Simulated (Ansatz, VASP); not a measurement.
## AlRu in VASP and in Ansatz

```xyz
2
Lattice="3.5019 0.0000 0.0000 0.0000 3.5019 0.0000 0.0000 0.0000 2.6691" Properties=species:S:1:pos:R:3 pbc="T T T"
Al    0.0000    0.0000    0.0000
Ru    1.7509    1.7509    0.0000
```

Alike in both runs: functional PBE; k mesh 6 × 6 × 6; occupations gaussian, width 0.1 eV; no spin polarisation.

Ansatz relaxed the structure, and its values are those at the end. VASP's run is a single point on that final structure, the one shown.

|  | VASP | Ansatz |
| --- | --- | --- |
| version | VASP 6.6.1 | Ansatz 0.2.0 |
| potentials or method | VASP PAW PBE potentials, release 64 (Al, Ru_pv) | scalar-relativistic, plane waves, PAW |
| plane-wave cutoff (eV) | 520 | 420 |
| valence electrons in the cell | 17 | 19 |

|  | VASP | Ansatz | Ansatz less VASP |
| --- | --- | --- | --- |
| gap on the k mesh at the Fermi level (eV) | none | none | - |
| pressure (GPa) | -0.2 | -0.2 | -0.01 |

A gap of «none» marks a metal or a gap that the smearing closes. The functional is the same, so the differences come from potentials, cutoffs and numerics. The two sets of potentials don't hold the same shells in valence.

Caveats: the k mesh is coarse (spacing up to 0.39 Å⁻¹), so the values aren't converged.
